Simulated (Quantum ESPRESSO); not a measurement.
CdO (Monteponite):

```
Cd O
1.0
     0.00000    2.34950    2.34950
     2.34950    0.00000    2.34950
     2.34950    2.34950    0.00000
Cd O
1 1
Direct
  0.00000 0.00000 0.00000
  0.50000 0.50000 0.50000
```

Base run:

```yaml
Program: Quantum ESPRESSO 7.5
Functional: PBEsol
Potentials_or_basis: SG15 PBE 1.2
Cutoff: 1197 eV
Density_cutoff: 4789 eV
k_mesh: 10 × 10 × 10
Occupations: fermi-dirac, width 0.05 eV
Spin: no spin polarisation
```

Its results: band gap on the k mesh none (metal or under the smearing width); pressure -0.8 GPa.

**Question.** The run is repeated on the same cell with these changes: functional from PBEsol to AM05. What comes out?

**Answer.** Band gap on the k mesh none (metal or under the smearing width); pressure 0.1 GPa.

Caveats: the potentials were made for another functional, which shifts forces and pressure.
